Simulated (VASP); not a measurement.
# In2O3 (R-3c) in VASP: notebook, part 2 of 2

VASP 6.6.1.

### 3 Single point, PBEsol

This run uses another cell than the first one, of 12.75 Å³/atom, 0.969 times its volume.

Contents of INCAR:

```
SYSTEM = In2O3
PREC     = Accurate       ! precision mode
ENCUT    = 520            ! plane-wave cutoff, eV
EDIFF    = 1E-7           ! SCF threshold, eV
ISMEAR   = 0              ! smearing method
SIGMA    = 0.05           ! smearing width, eV
LREAL    = .False.        ! projectors in reciprocal space
LASPH    = .True.         ! aspherical terms in the spheres
NELM     = 100            ! most SCF steps
ALGO     = Fast           ! electronic algorithm
ISIF     = 2              ! what is computed and relaxed
LWAVE    = .False.        ! write WAVECAR
LCHARG   = .False.        ! write CHGCAR
GGA      = PS             ! functional
NBANDS   = 55             ! bands
```

Contents of KPOINTS:

```
regular mesh
0
Gamma
  6 6 6
  0 0 0
```

Contents of POSCAR:

```
In2O3
1.0
    2.7559971599      1.5911757021      4.8445282397
   -2.7559971599      1.5911757021      4.8445282397
    0.0000000000     -3.1823514043      4.8445282397
In O
4 6
Direct
    0.3574536553      0.3574536553      0.3574536553
    0.1425463447      0.1425463447      0.1425463447
    0.6425463447      0.6425463447      0.6425463447
    0.8574536553      0.8574536553      0.8574536553
    0.5458387896      0.9541612104      0.2500000000
    0.2500000000      0.5458387896      0.9541612104
    0.9541612104      0.2500000000      0.5458387896
    0.4541612104      0.0458387896      0.7500000000
    0.7500000000      0.4541612104      0.0458387896
    0.0458387896      0.7500000000      0.4541612104
```

Potentials or basis: VASP PAW PBE potentials, release 64 (In_d, O).

Command:

```sh
cat potpaw_PBE.64/In_d/POTCAR potpaw_PBE.64/O/POTCAR > POTCAR
mpirun -np 1 vasp_std > vasp.out
```

OUTCAR:

```text
SYSTEM = In2O3
   PREC = Accurate
   ENCUT = 520
   EDIFF = 1E-7
   ISMEAR = 0
   LREAL = .False.
   LASPH = .True.
   NELM = 100
   ISIF = 2
   GGA = PS

 ion  position               nearest neighbor table
   1  0.357  0.357  0.357-   9 2.13   8 2.13  10 2.13   7 2.26   6 2.26   5 2.26   2 3.12   3 3.26
                             3 3.26   3 3.26   2 3.62   2 3.62   2 3.62   4 4.00   4 4.00   4 4.00
   2  0.143  0.143  0.143-  10 2.13   8 2.13   9 2.13   6 2.26   7 2.26   5 2.26   1 3.12   4 3.26
                             4 3.26   4 3.26   1 3.62   1 3.62   1 3.62   3 4.00   3 4.00   3 4.00
   3  0.643  0.643  0.643-   6 2.13   5 2.13   7 2.13  10 2.26   9 2.26   8 2.26   4 3.12   1 3.26
                             1 3.26   1 3.26   4 3.62   4 3.62   4 3.62   2 4.00   2 4.00   2 4.00
   4  0.857  0.857  0.857-   7 2.13   5 2.13   6 2.13   9 2.26  10 2.26   8 2.26   3 3.12   2 3.26
                             2 3.26   2 3.26   3 3.62   3 3.62   3 3.62   1 4.00   1 4.00   1 4.00
   5  0.546  0.954  0.250-   3 2.13   4 2.13   1 2.26   2 2.26
   6  0.250  0.546  0.954-   3 2.13   4 2.13   2 2.26   1 2.26
   7  0.954  0.250  0.546-   4 2.13   3 2.13   1 2.26   2 2.26
   8  0.454  0.046  0.750-   1 2.13   2 2.13   3 2.26   4 2.26
   9  0.750  0.454  0.046-   1 2.13   2 2.13   4 2.26   3 2.26
  10  0.046  0.750  0.454-   2 2.13   1 2.13   3 2.26   4 2.26

  LATTYP: Found a trigonal (rhomboedric) cell.
 ALAT       =     5.7962759014
 COS(alpha) =     0.5478428239

  Lattice vectors:

 A1 = (   2.7559971599,   1.5911757021,   4.8445282397)
 A2 = (  -2.7559971599,   1.5911757021,   4.8445282397)
 A3 = (   0.0000000000,  -3.1823514043,   4.8445282397)

Analysis of symmetry for initial positions (statically):
=====================================================================
 Subroutine PRICEL returns:
 Original cell was already a primitive cell.

 Routine SETGRP: Setting up the symmetry group for a
 trigonal (rhombohedral) supercell.

 Subroutine GETGRP returns: Found 12 space group operations
[... 160 lines left out ...]
   GGA     = PS    functional components
   LHFCALC =     F    Hartree Fock is set to
   AEXX    =    0.0000 exact exchange contribution
   IVDW    =     0    specifies the selected vdW correction
   LEPSILON=     F    determine dielectric tensor
   LRPA    =     F    only Hartree local field effects (RPA)
 non-spin polarized calculation
 RMM-DIIS sequential band-by-band and
 Gauss-broadening in eV      SIGMA  =   0.05
  energy-cutoff  :      520.00
  volume of cell :      127.47
 maximum number of plane-waves:      3452
 NGX is ok and might be reduce to    48
   NGX = 21   NGY = 21   NGZ = 21

 number of electron      88.0000015 magnetization

 Free energy of the ion-electron system (eV)
  ---------------------------------------------------
  ext. energy  EPLUGINS =         0.00000000
  ---------------------------------------------------
  free energy    TOTEN  =       -59.38965409 eV

  energy without entropy =      -59.38965409  energy(sigma->0) =      -59.38965409

 E-fermi :   5.6045     XC(G=0): -11.4531

 val. band max:        5.3549375061   @ k =   0.3333  -0.0000   0.0000
 cond. band min:       6.4658674439   @ k =   0.0000   0.0000   0.0000
 fundamental gap:      1.1109299378
 Fermi energy:         5.6044934478

 k-point     1 :       0.0000    0.0000    0.0000
  band No.  band energies     occupation
      1     -12.1871      2.00000
      2     -11.2764      2.00000
      3     -11.2764      2.00000
      4     -11.0659      2.00000
      5     -11.0659      2.00000
      6     -10.9795      2.00000
[... 1381 lines left out ...]
     54      15.7521      0.00000
     55      16.4313      0.00000

 [... further k-points ...]
[... 5 lines left out ...]
  --------------------------------------------------------------------------------------
  -------------------------------------------------------------------------------------
  Total        0.4892702      0.4892702      0.3764011      0.0000000     -0.0000000      0.0000000
  in kB        6.1497817      6.1497817      4.7310969      0.0000000     -0.0000000      0.0000000
  external PRESSURE =       5.6768868 kB  Pullay stress =       0.0000000 kB

 VOLUME and BASIS-vectors are now :
 -----------------------------------------------------------------------------
  energy-cutoff  :      520.00
  volume of cell :      127.47
      direct lattice vectors                 reciprocal lattice vectors
     2.755997160  1.591175702  4.844528240     0.181422538  0.104744351  0.068806149
    -2.755997160  1.591175702  4.844528240    -0.181422538  0.104744351  0.068806149
     0.000000000 -3.182351404  4.844528240     0.000000000 -0.209488703  0.068806149

 POSITION                                       TOTAL-FORCE (eV/Angst)
 -----------------------------------------------------------------------------------
      0.00000     -0.00000      5.19508        -0.000000      0.000000     -0.000377
      0.00000     -0.00000      2.07171        -0.000000     -0.000000      0.000377
      0.00000     -0.00000      9.33850        -0.000000     -0.000000      0.000377
      0.00000     -0.00000     12.46188        -0.000000      0.000000     -0.000377
     -1.12534      1.59118      8.47792        -0.003799      0.000000      0.000000
     -0.81533     -1.77016      8.47792         0.001900     -0.003290      0.000000
      1.94067      0.17898      8.47792         0.001900      0.003290      0.000000
      1.12534     -1.59118      6.05566         0.003799      0.000000      0.000000
      0.81533      1.77016      6.05566        -0.001900      0.003290      0.000000
     -1.94067     -0.17898      6.05566        -0.001900     -0.003290      0.000000
 -----------------------------------------------------------------------------------
    total drift:                               -0.000000     -0.000000      0.000000

  FREE ENERGIE OF THE ION-ELECTRON SYSTEM (eV)
  ---------------------------------------------------
  free  energy   TOTEN  =       -59.3896540938 eV

  energy  without entropy=      -59.3896540938  energy(sigma->0) =      -59.38965409
```

OSZICAR:

```text
N       E                     dE             d eps       ncg     rms          rms(c)
DAV:   1     0.126226547234E+04    0.12623E+04   -0.41103E+04  3593   0.230E+03
DAV:   2     0.191323576177E+03   -0.10709E+04   -0.10208E+04  3664   0.640E+02
DAV:   3    -0.477716418623E+02   -0.23910E+03   -0.23185E+03  3912   0.269E+02
DAV:   4    -0.677558960053E+02   -0.19984E+02   -0.19785E+02  4800   0.832E+01
[... 14 lines left out ...]
RMM:  19    -0.593896544036E+02   -0.21136E-06   -0.25692E-07  2988   0.300E-03    0.204E-02
RMM:  20    -0.593896544883E+02   -0.84638E-07   -0.10720E-06  4723   0.512E-03    0.504E-03
RMM:  21    -0.593896543624E+02    0.12592E-06   -0.18591E-07  2431   0.309E-03    0.294E-03
RMM:  22    -0.593896541915E+02    0.17083E-06   -0.13959E-07  2540   0.208E-03    0.467E-03
RMM:  23    -0.593896540938E+02    0.97754E-07   -0.83570E-08  2393   0.186E-03
   1 F= -.59389654E+02 E0= -.59389654E+02  d E =-.176924E-13
```

stdout:

```text
POSCAR found type information on POSCAR InO
 POSCAR found :  2 types and      10 ions
 scaLAPACK will be used
 -----------------------------------------------------------------------------
|                                                                             |
|                                                                             |
|     You enforced a specific xc type in the INCAR file but a different       |
|     I HOPE YOU KNOW WHAT YOU ARE DOING!                                     |
|                                                                             |
 -----------------------------------------------------------------------------

 LDA part: xc-table for (Slater+PW92), standard interpolation
 POSCAR, INCAR and KPOINTS ok, starting setup
 FFT: planning ... GRIDC
 FFT: planning ... GRID_SOFT
 FFT: planning ... GRID
 WAVECAR not read
 entering main loop
WARNING in EDDRMM: call to ZHEGV failed, returncode =   8  4     53
 num prob  num prob RMM:  21    -0.593896543624E+02    0.12592E-06   -0.18591E-07  2431   0.309E-03    0.294E-03
 num prob  num prob RMM:  23    -0.593896540938E+02    0.97754E-07   -0.83570E-08  2393   0.186E-03
```

Run time: 6.1 min. Hardware: 1 thread of Intel Xeon 6975P-C (Granite Rapids), shared host; peak memory 0.41 GiB.

Results:

```
Free energy            : -59.3897 eV
Pressure               : 0.6 GPa
Largest force          : 0.004 eV/Å
Band gap on the k mesh : 1.11 eV, indirect (least direct gap 1.16 eV)
```

Forces in eV/Å, atoms in the order of the input:
```
In   0.000  0.000  0.000
In   0.000  0.000  0.000
In   0.000  0.000  0.000
In   0.000  0.000  0.000
O   -0.004  0.000  0.000
O    0.002 -0.003  0.000
O    0.002  0.003  0.000
O    0.004  0.000  0.000
O   -0.002  0.003  0.000
O   -0.002 -0.003  0.000
```

Stress tensor (GPa, compression positive):
```
0.61 0.00 0.00
0.00 0.61 0.00
0.00 0.00 0.47
```

Levels at points of the mesh, in eV from the valence-band top:
```
           k point  band 41  band 42  band 43  band 44  band 45  band 46  band 47  band 48
(0.00, 0.00, 0.00)    -0.26    -0.26    -0.05    -0.05     1.11     5.35     6.11     7.11
(0.50, 0.00, 0.00)    -0.74    -0.74    -0.06    -0.06     4.82     4.82     5.73     5.73
(0.50, 0.50, 0.00)    -0.56    -0.34    -0.09    -0.04     5.04     5.38     6.33     6.37
(0.50, 0.50, 0.50)    -0.20    -0.20    -0.20    -0.20     4.26     4.26     7.02     7.02
```

Caveat: the PAW data sets were made with another functional, which shifts forces and pressure a little; spin-orbit coupling is left out, which moves the levels of the heavy elements. PBEsol gaps usually lie below the measured ones, often by a third to a half.
